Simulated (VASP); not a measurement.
# Al (Fm-3m) in VASP: further runs

The runs below take Al through single point, with LDA.

Everything below comes from runs of VASP 6.6.1. Logs are shortened: lines on timing, memory, paths and dates and some standing lists are left out, and cuts for length are marked.

### Step 1. The undisturbed crystal

It takes space group Fm-3m (No. 225, cubic). Conventional cell: a = 4.050 Å, b = 4.050 Å, c = 4.050 Å, α = 90.00°, β = 90.00°, γ = 90.00°. Al (site symmetry m-3m) has 12 Al at 2.86 Å as nearest neighbours.

### Step 2. Single point, LDA (grid = ENCUT=350 dk=0.35 cell=3x3x3 ISMEAR=1 SIGMA=0.1 LREAL=False EDIFF=1e-06)

Input file INCAR:

```
SYSTEM = Al
ALGO = Fast ; EDIFF = 1E-6
ENCUT = 350 ; ISIF = 2
ISMEAR = 1 ; LASPH = .True.
LCHARG = .False. ; LREAL = .False.
LWAVE = .False. ; NBANDS = 68
NELM = 120 ; PREC = Accurate
SIGMA = 0.1
```

Input file KPOINTS:

```
k-points
0
Gamma
  3 3 3
  0 0 0
```

Input file POSCAR:

```
Al
1.0
    0.0000000000      6.0744150000      6.0744150000
    6.0744150000      0.0000000000      6.0744150000
    6.0744150000      6.0744150000      0.0000000000
Al
27
Direct
    0.0000000000      0.0000000000      0.0000000000
    0.0000000000      0.0000000000      0.3333333333
    0.0000000000      0.0000000000      0.6666666667
    0.0000000000      0.3333333333      0.0000000000
    0.0000000000      0.3333333333      0.3333333333
    0.0000000000      0.3333333333      0.6666666667
    0.0000000000      0.6666666667      0.0000000000
    0.0000000000      0.6666666667      0.3333333333
    0.0000000000      0.6666666667      0.6666666667
    0.3333333333      0.0000000000      0.0000000000
    0.3333333333      0.0000000000      0.3333333333
    0.3333333333      0.0000000000      0.6666666667
    0.3333333333      0.3333333333      0.0000000000
    0.3333333333      0.3333333333      0.3333333333
    0.3333333333      0.3333333333      0.6666666667
    0.3333333333      0.6666666667      0.0000000000
    0.3333333333      0.6666666667      0.3333333333
    0.3333333333      0.6666666667      0.6666666667
    0.6666666667      0.0000000000      0.0000000000
    0.6666666667      0.0000000000      0.3333333333
    0.6666666667      0.0000000000      0.6666666667
    0.6666666667      0.3333333333      0.0000000000
    0.6666666667      0.3333333333      0.3333333333
    0.6666666667      0.3333333333      0.6666666667
    0.6666666667      0.6666666667      0.0000000000
    0.6666666667      0.6666666667      0.3333333333
    0.6666666667      0.6666666667      0.6666666667
```

Potentials or basis: VASP PAW LDA potentials, release 64 (Al).

The run is started by

```console
$ cat potpaw_LDA.64/Al/POTCAR > POTCAR
$ mpirun -np 1 vasp_std > vasp.out
```

OUTCAR:

```text
SYSTEM = Al
   EDIFF = 1E-6
   ENCUT = 350
   ISIF = 2
   ISMEAR = 1
   LASPH = .True.
   LREAL = .False.
   NELM = 120
   PREC = Accurate

 Found      4 irreducible k-points:

 Following reciprocal coordinates:
            Coordinates               Weight
  0.000000  0.000000  0.000000      1.000000
  0.333333  0.000000  0.000000      8.000000
  0.333333  0.333333  0.000000      6.000000
 -0.333333  0.333333  0.000000     12.000000
   k-points           NKPTS =      4   k-points in BZ     NKDIM =      4   number of bands    NBANDS=     68
   number of dos      NEDOS =    301   number of ions     NIONS =     27
   total plane-waves  NPLWV = 157464
   dimension x,y,z NGX =    54 NGY =   54 NGZ =   54
   dimension x,y,z NGXF=   108 NGYF=  108 NGZF=  108
   ions per type =              27
   NGX,Y,Z   is equivalent  to a cutoff of  10.45, 10.45, 10.45 a.u.
   NGXF,Y,Z  is equivalent  to a cutoff of  20.90, 20.90, 20.90 a.u.
 SYSTEM =  Al
   PREC   = accura    normal or accurate (medium, high low for compatibility)
   ISTART =      0    job   : 0-new  1-cont  2-samecut
   ICHARG =      2    charge: 1-file 2-atom 10-const
   ISPIN  =      1    spin polarized calculation?
   LNONCOLLINEAR =      F non collinear calculations
   LSORBIT =      F    spin-orbit coupling
   LASPH  =      T    aspherical Exc in radial PAW
   ENCUT  =  350.0 eV  25.72 Ry    5.07 a.u.  13.10 13.10 13.10*2*pi/ulx,y,z
   NELM   =    120;   NELMIN=  2; NELMDL= -5     # of ELM steps
   EDIFF  = 0.1E-05   stopping-criterion for ELM
   LREAL  =      F    real-space projection
[... 7 lines left out ...]
   TEBEG  =    0.0;   TEEND  =   0.0 temperature during run
   PSTRESS=    0.0 pullay stress
   NELECT =      81.0000    total number of electrons
   NUPDOWN=      -1.0000    fix difference up-down
   EMIN   =  10.00;   EMAX   =-10.00  energy-range for DOS
   EFERMI =   0.00;   METHOD = LEGACY
   ISMEAR =     1;   SIGMA  =   0.10  broadening in eV -4-tet -1-fermi 0-gaus
   EFERMI_NEDOS =   21; number of points for ismear=-14 and -15
   IALGO  =     68    algorithm
   IMIX   =      4    mixing-type and parameters
     AMIX     =   0.40;   BMIX     =  1.00
     AMIX_MAG =   1.60;   BMIX_MAG =  1.00
  volume/ion in A,a.u.               =      16.60       112.04
  Fermi-wavevector in a.u.,A,eV,Ry     =   0.925526  1.748991 11.654733  0.856599
  Thomas-Fermi vector in A             =   2.051390
   LORBIT       =      0    0 simple, 1 ext, 2 COOP (PROOUT), +10 PAW based schemes
   GGA     = CA    functional components
   LHFCALC =     F    Hartree Fock is set to
   AEXX    =    0.0000 exact exchange contribution
   IVDW    =     0    specifies the selected vdW correction
   LEPSILON=     F    determine dielectric tensor
   LRPA    =     F    only Hartree local field effects (RPA)
 non-spin polarized calculation
 RMM-DIIS sequential band-by-band and
 Methfessel and Paxton  Order N= 1 SIGMA  =   0.10
  energy-cutoff  :      350.00
  volume of cell :      448.27
 maximum number of plane-waves:      6663
 NGX is ok and might be reduce to    54
   NGX = 27   NGY = 27   NGZ = 27

 number of electron      80.9999999 magnetization

 Free energy of the ion-electron system (eV)
  ---------------------------------------------------
  ext. energy  EPLUGINS =         0.00000000
  ---------------------------------------------------
  free energy    TOTEN  =      -112.10275901 eV

  energy without entropy =     -112.06712584  energy(sigma->0) =     -112.09088129

 E-fermi :   7.7138     XC(G=0): -10.3202

 val. band max:        7.5841587999   @ k =   0.3333   0.3333   0.0000
 cond. band min:       7.7389051852   @ k =  -0.3333   0.3333   0.0000
 fundamental gap:      0.1547463853
 Fermi energy:         7.7138096558

 k-point     1 :       0.0000    0.0000    0.0000
  band No.  band energies     occupation
      1      -3.3296      2.00000
      2      -0.3590      2.00000
      3      -0.3590      2.00000
      4      -0.3590      2.00000
      5      -0.3590      2.00000
      6      -0.3590      2.00000
[... 44 lines left out ...]
     51       8.0796     -0.00000
     52       8.2175     -0.00000

 k-point     2 :       0.3333    0.0000    0.0000
  band No.  band energies     occupation
      1      -2.9964      2.00000
      2      -2.0016      2.00000
      3      -0.6861      2.00000
      4      -0.6861      2.00000
      5      -0.6861      2.00000
      6      -0.3594      2.00000
[... 44 lines left out ...]
     51       9.6811     -0.00000
     52       9.6811     -0.00000

 k-point     3 :       0.3333    0.3333    0.0000
  band No.  band energies     occupation
      1      -2.8855      2.00000
      2      -1.5617      2.00000
      3      -1.2327      2.00000
      4      -1.2327      2.00000
      5      -1.2327      2.00000
      6      -1.2327      2.00000
[... 44 lines left out ...]
     51       9.7436      0.00000
     52       9.7436      0.00000

 k-point     4 :      -0.3333    0.3333    0.0000
  band No.  band energies     occupation
      1      -2.4428      2.00000
      2      -2.1117      2.00000
      3      -2.1117      2.00000
      4      -1.1232      2.00000
      5      -1.1232      2.00000
      6       0.1842      2.00000
[... 44 lines left out ...]
     51       9.4618     -0.00000
     52       9.4618     -0.00000
 [bands above 52 left out]

------------------------ aborting loop because EDIFF is reached ----------------------------------------

  FORCE on cell =-STRESS in cart. coord.  units (eV):
  Direction    XX          YY          ZZ          XY          YZ          ZX
  --------------------------------------------------------------------------------------
  -------------------------------------------------------------------------------------
  Total       -9.5534456     -9.5534456     -9.5534456     -0.0000000     -0.0000000     -0.0000000
  in kB      -34.1450099    -34.1450099    -34.1450099     -0.0000000     -0.0000000     -0.0000000
  external PRESSURE =     -34.1450099 kB  Pullay stress =       0.0000000 kB

 VOLUME and BASIS-vectors are now :
 -----------------------------------------------------------------------------
  energy-cutoff  :      350.00
  volume of cell :      448.27
      direct lattice vectors                 reciprocal lattice vectors
     0.000000000  6.074415000  6.074415000    -0.082312453  0.082312453  0.082312453
     6.074415000  0.000000000  6.074415000     0.082312453 -0.082312453  0.082312453
     6.074415000  6.074415000  0.000000000     0.082312453  0.082312453 -0.082312453

 POSITION                                       TOTAL-FORCE (eV/Angst)
 -----------------------------------------------------------------------------------
      0.00000      0.00000      0.00000         0.000000      0.000000     -0.000000
      2.02480      2.02480      0.00000        -0.000000     -0.000000     -0.000000
      4.04961      4.04961      0.00000         0.000000      0.000000     -0.000000
      2.02480      0.00000      2.02480        -0.000000      0.000000     -0.000000
      4.04961      2.02480      2.02480        -0.000000      0.000000     -0.000000
      6.07442      4.04961      2.02480         0.000000      0.000000      0.000000
[... 19 lines left out ...]
      6.07442      6.07442      8.09922        -0.000000     -0.000000      0.000000
      8.09922      8.09922      8.09922         0.000000      0.000000     -0.000000
 -----------------------------------------------------------------------------------
    total drift:                               -0.000000     -0.000000     -0.000000

  FREE ENERGIE OF THE ION-ELECTRON SYSTEM (eV)
  ---------------------------------------------------
  free  energy   TOTEN  =      -112.1027590087 eV

  energy  without entropy=     -112.0671258450  energy(sigma->0) =     -112.09088129
```

Wall time 78 s (1 thread of Intel Xeon Platinum 8488C (Sapphire Rapids), shared host); peak memory 0.29 GiB.

The run converged, but some of its settings lie outside the range that counts as converged, so its numbers aren't taken as properties of the crystal.

What came out:

- Free energy: -112.1028 eV
- Pressure: -3.4 GPa
- Band gap on the k mesh: none (metal or under the smearing width)

### Step 3. Single point, LDA (grid = ENCUT=350 dk=0.35 cell=3x3x3 ISMEAR=1 SIGMA=0.02 LREAL=Auto EDIFF=1e-06)

Input file INCAR:

```
SYSTEM = Al
ALGO = Fast ; EDIFF = 1E-6
ENCUT = 350 ; ISIF = 2
ISMEAR = 1 ; LASPH = .True.
LCHARG = .False. ; LREAL = Auto
LWAVE = .False. ; NBANDS = 68
NELM = 120 ; PREC = Accurate
SIGMA = 0.02
```

KPOINTS is that of step 2.

POSCAR is that of step 2.

Potentials or basis: VASP PAW LDA potentials, release 64 (Al).

The run is started by

```console
$ cat potpaw_LDA.64/Al/POTCAR > POTCAR
$ mpirun -np 1 vasp_std > vasp.out
```

Wall time 90 s (1 thread of Intel Xeon Platinum 8488C (Sapphire Rapids), shared host); peak memory 0.28 GiB.

These settings aren't checked as converged: the numbers below hold their error.

What came out:

| Property | Result |
| --- | --- |
| Free energy | -112.0797 eV |
| Pressure | -3.4 GPa |
| Band gap on the k mesh | none (metal or under the smearing width) |

### Step 4. Single point, LDA (grid = ENCUT=400 dk=0.35 cell=3x3x3 ISMEAR=1 SIGMA=0.1 LREAL=Auto EDIFF=1e-06)

Input file INCAR:

```
SYSTEM = Al
ALGO = Fast ; EDIFF = 1E-6
ENCUT = 400 ; ISIF = 2
ISMEAR = 1 ; LASPH = .True.
LCHARG = .False. ; LREAL = Auto
LWAVE = .False. ; NBANDS = 68
NELM = 120 ; PREC = Accurate
SIGMA = 0.1
```

KPOINTS is that of step 3.

POSCAR is that of step 3.

The run is started by

```console
$ cat potpaw_LDA.64/Al/POTCAR > POTCAR
$ mpirun -np 1 vasp_std > vasp.out
```

Wall time 1.7 min (1 thread of Intel Xeon Platinum 8488C (Sapphire Rapids), shared host); peak memory 0.31 GiB.

These settings aren't checked as converged: the numbers below hold their error.

What came out:

- Free energy: -112.1277 eV
- Pressure: -3.4 GPa
- Band gap on the k mesh: none (metal or under the smearing width)

### Step 5. Single point, LDA (grid = ENCUT=600 dk=0.35 cell=3x3x3 ISMEAR=1 SIGMA=0.1 LREAL=Auto EDIFF=1e-06)

Changes to INCAR since step 4:

```diff
@@ -2,3 +2,3 @@
 ALGO = Fast ; EDIFF = 1E-6
-ENCUT = 400 ; ISIF = 2
+ENCUT = 600 ; ISIF = 2
 ISMEAR = 1 ; LASPH = .True.
```

KPOINTS is that of step 4.

POSCAR is that of step 4.

Potentials or basis: VASP PAW LDA potentials, release 64 (Al).

The run is started by

```console
$ cat potpaw_LDA.64/Al/POTCAR > POTCAR
$ mpirun -np 1 vasp_std > vasp.out
```

OUTCAR:

```text
SYSTEM = Al
   EDIFF = 1E-6
   ENCUT = 600
   ISIF = 2
   ISMEAR = 1
   LASPH = .True.
   LREAL = Auto
   NELM = 120
   PREC = Accurate

 Found      4 irreducible k-points:

 Following reciprocal coordinates:
            Coordinates               Weight
  0.000000  0.000000  0.000000      1.000000
  0.333333  0.000000  0.000000      8.000000
  0.333333  0.333333  0.000000      6.000000
 -0.333333  0.333333  0.000000     12.000000
   k-points           NKPTS =      4   k-points in BZ     NKDIM =      4   number of bands    NBANDS=     68
   number of dos      NEDOS =    301   number of ions     NIONS =     27
   total plane-waves  NPLWV = 343000
   dimension x,y,z NGX =    70 NGY =   70 NGZ =   70
   dimension x,y,z NGXF=   140 NGYF=  140 NGZF=  140
   ions per type =              27
   NGX,Y,Z   is equivalent  to a cutoff of  13.55, 13.55, 13.55 a.u.
   NGXF,Y,Z  is equivalent  to a cutoff of  27.09, 27.09, 27.09 a.u.
 SYSTEM =  Al
   PREC   = accura    normal or accurate (medium, high low for compatibility)
   ISTART =      0    job   : 0-new  1-cont  2-samecut
   ICHARG =      2    charge: 1-file 2-atom 10-const
   ISPIN  =      1    spin polarized calculation?
   LNONCOLLINEAR =      F non collinear calculations
   LSORBIT =      F    spin-orbit coupling
   LASPH  =      T    aspherical Exc in radial PAW
   ENCUT  =  600.0 eV  44.10 Ry    6.64 a.u.  17.16 17.16 17.16*2*pi/ulx,y,z
   NELM   =    120;   NELMIN=  2; NELMDL= -5     # of ELM steps
   EDIFF  = 0.1E-05   stopping-criterion for ELM
   LREAL  =      T    real-space projection
   EDIFFG = 0.1E-04   stopping-criterion for IOM
   NSW    =      0    number of steps for IOM
   IBRION =     -1    ionic relax: 0-MD 1-quasi-New 2-CG
   NFREE  =      0    steps in history (QN), initial steepest desc. (CG)
   ISIF   =      2    stress and relaxation
   ISYM   =      2    0-nonsym 1-usesym 2-fastsym
   POTIM  = 0.5000    time-step for ionic-motion
   TEBEG  =    0.0;   TEEND  =   0.0 temperature during run
   PSTRESS=    0.0 pullay stress
   NELECT =      81.0000    total number of electrons
   NUPDOWN=      -1.0000    fix difference up-down
   EMIN   =  10.00;   EMAX   =-10.00  energy-range for DOS
   EFERMI =   0.00;   METHOD = LEGACY
   ISMEAR =     1;   SIGMA  =   0.10  broadening in eV -4-tet -1-fermi 0-gaus
   EFERMI_NEDOS =   21; number of points for ismear=-14 and -15
   IALGO  =     68    algorithm
   IMIX   =      4    mixing-type and parameters
     AMIX     =   0.40;   BMIX     =  1.00
     AMIX_MAG =   1.60;   BMIX_MAG =  1.00
  volume/ion in A,a.u.               =      16.60       112.04
  Fermi-wavevector in a.u.,A,eV,Ry     =   0.925526  1.748991 11.654733  0.856599
  Thomas-Fermi vector in A             =   2.051390
   LORBIT       =      0    0 simple, 1 ext, 2 COOP (PROOUT), +10 PAW based schemes
   GGA     = CA    functional components
   LHFCALC =     F    Hartree Fock is set to
   AEXX    =    0.0000 exact exchange contribution
   IVDW    =     0    specifies the selected vdW correction
   LEPSILON=     F    determine dielectric tensor
   LRPA    =     F    only Hartree local field effects (RPA)
 non-spin polarized calculation
 RMM-DIIS sequential band-by-band and
 Methfessel and Paxton  Order N= 1 SIGMA  =   0.10
  energy-cutoff  :      600.00
  volume of cell :      448.27
 maximum number of plane-waves:     15065
 NGX is ok and might be reduce to    70
   NGX = 35   NGY = 35   NGZ = 35

 number of electron      81.0000000 magnetization

 Free energy of the ion-electron system (eV)
  ---------------------------------------------------
  ext. energy  EPLUGINS =         0.00000000
  ---------------------------------------------------
  free energy    TOTEN  =      -112.12439163 eV

  energy without entropy =     -112.08875305  energy(sigma->0) =     -112.11251210

 E-fermi :   7.7130     XC(G=0): -10.3203

 val. band max:        7.5829877143   @ k =   0.3333   0.3333   0.0000
 cond. band min:       7.7381333312   @ k =  -0.3333   0.3333   0.0000
 fundamental gap:      0.1551456169
 Fermi energy:         7.7130424640

 k-point     1 :       0.0000    0.0000    0.0000
  band No.  band energies     occupation
      1      -3.3301      2.00000
      2      -0.3596      2.00000
      3      -0.3596      2.00000
      4      -0.3596      2.00000
      5      -0.3596      2.00000
      6      -0.3596      2.00000
[... 44 lines left out ...]
     51       8.0782     -0.00000
     52       8.2168     -0.00000

 k-point     2 :       0.3333    0.0000    0.0000
  band No.  band energies     occupation
      1      -2.9970      2.00000
      2      -2.0022      2.00000
      3      -0.6867      2.00000
      4      -0.6867      2.00000
      5      -0.6867      2.00000
      6      -0.3600      2.00000
[... 44 lines left out ...]
     51       9.6799     -0.00000
     52       9.6799     -0.00000

 k-point     3 :       0.3333    0.3333    0.0000
  band No.  band energies     occupation
      1      -2.8861      2.00000
      2      -1.5623      2.00000
      3      -1.2333      2.00000
      4      -1.2333      2.00000
      5      -1.2333      2.00000
      6      -1.2333      2.00000
[... 44 lines left out ...]
     51       9.7425      0.00000
     52       9.7425      0.00000

 k-point     4 :      -0.3333    0.3333    0.0000
  band No.  band energies     occupation
      1      -2.4434      2.00000
      2      -2.1124      2.00000
      3      -2.1124      2.00000
      4      -1.1238      2.00000
      5      -1.1238      2.00000
      6       0.1836      2.00000
[... 44 lines left out ...]
     51       9.4607     -0.00000
     52       9.4607     -0.00000
 [bands above 52 left out]

------------------------ aborting loop because EDIFF is reached ----------------------------------------

  FORCE on cell =-STRESS in cart. coord.  units (eV):
  Direction    XX          YY          ZZ          XY          YZ          ZX
  --------------------------------------------------------------------------------------
  -------------------------------------------------------------------------------------
  Total       -9.4531326     -9.4531326     -9.4531326     -0.0000000     -0.0000000      0.0000000
  in kB      -33.7864810    -33.7864810    -33.7864810     -0.0000000     -0.0000000      0.0000000
  external PRESSURE =     -33.7864810 kB  Pullay stress =       0.0000000 kB

 VOLUME and BASIS-vectors are now :
 -----------------------------------------------------------------------------
  energy-cutoff  :      600.00
  volume of cell :      448.27
      direct lattice vectors                 reciprocal lattice vectors
     0.000000000  6.074415000  6.074415000    -0.082312453  0.082312453  0.082312453
     6.074415000  0.000000000  6.074415000     0.082312453 -0.082312453  0.082312453
     6.074415000  6.074415000  0.000000000     0.082312453  0.082312453 -0.082312453

 POSITION                                       TOTAL-FORCE (eV/Angst)
 -----------------------------------------------------------------------------------
      0.00000      0.00000      0.00000        -0.000000     -0.000000      0.000000
      2.02480      2.02480      0.00000         0.000000      0.000000      0.000000
      4.04961      4.04961      0.00000        -0.000000     -0.000000     -0.000000
      2.02480      0.00000      2.02480        -0.000000     -0.000000     -0.000000
      4.04961      2.02480      2.02480        -0.000000      0.000000     -0.000000
      6.07442      4.04961      2.02480        -0.000000      0.000000      0.000000
[... 19 lines left out ...]
      6.07442      6.07442      8.09922        -0.000000     -0.000000      0.000000
      8.09922      8.09922      8.09922         0.000000      0.000000     -0.000000
 -----------------------------------------------------------------------------------
    total drift:                                0.000000      0.000000     -0.000000

  FREE ENERGIE OF THE ION-ELECTRON SYSTEM (eV)
  ---------------------------------------------------
  free  energy   TOTEN  =      -112.1243916313 eV

  energy  without entropy=     -112.0887530480  energy(sigma->0) =     -112.11251210
```

Wall time 3.6 min (1 thread of Intel Xeon Platinum 8488C (Sapphire Rapids), shared host); peak memory 0.5 GiB.

These settings aren't checked as converged: the numbers below hold their error.

Results:

| Item | Value |
| --- | --- |
| Free energy | -112.1244 eV |
| Pressure | -3.4 GPa |
| Band gap on the k mesh | none (metal or under the smearing width) |

### Step 6. For comparison

An earlier run on the cell as given: functional PBE; potentials or basis VASP PAW PBE potentials, release 64 (Al); cutoff 520 eV; k mesh 11 × 11 × 11; occupations fermi-dirac, width 0.05 eV; no spin polarisation.

- Pressure: -0.5 GPa
- Band gap on the k mesh: none (metal or under the smearing width)
